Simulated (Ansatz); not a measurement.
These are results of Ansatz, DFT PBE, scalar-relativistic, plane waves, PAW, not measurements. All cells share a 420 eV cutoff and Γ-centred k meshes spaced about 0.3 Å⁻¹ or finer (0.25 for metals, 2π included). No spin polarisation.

All energies are static (0 K, no zero-point motion).

Two relaxed structures of KF:

1. Space group I4/mmm (No. 139), tetragonal, a = 3.743 Å, c = 16.709 Å. Around K lie 5 F at 2.65–2.68 Å; F has 5 K at 2.65–2.68 Å.

2. Space group P6_3/mmc (No. 194), hexagonal, a = 3.737 Å, c = 6.600 Å. K has 6 F at 2.72 Å; around F lie 6 K at 2.72 Å.

Question: Which form is favoured at zero pressure, and by what margin per atom?

Answer: Cell 2 is lower, by 35 meV/atom. Cell 1 has space group I4/mmm (No. 139), 29.3 Å³/atom and a gap of 4.67 eV on its mesh; cell 2 has the nickel arsenide type, space group P6_3/mmc (No. 194), 20.0 Å³/atom and a gap of 5.90 eV. Counting F atoms around K (those within 1.25 times the shortest such distance or 1.15 times the sum of covalent radii), cell 1 has K 5 and cell 2 has K 6. Both come from trial cells of a structure search, whose lowest cell (rock salt type, Fm-3m, 19.9 Å³/atom) lies 41 meV/atom below the lower of the two. The part of the Crystallography Open Database at hand lists KF in space group No. 225, which no cell shown has.

Kohn–Sham gaps at this level usually fall short of measured ones. With atoms moved at random, cell 2 came back. Cell 1 had no clear such test and can be a saddle point. Some structure types and database cells were kept out of the candidates from the start, so a known form may be missing.
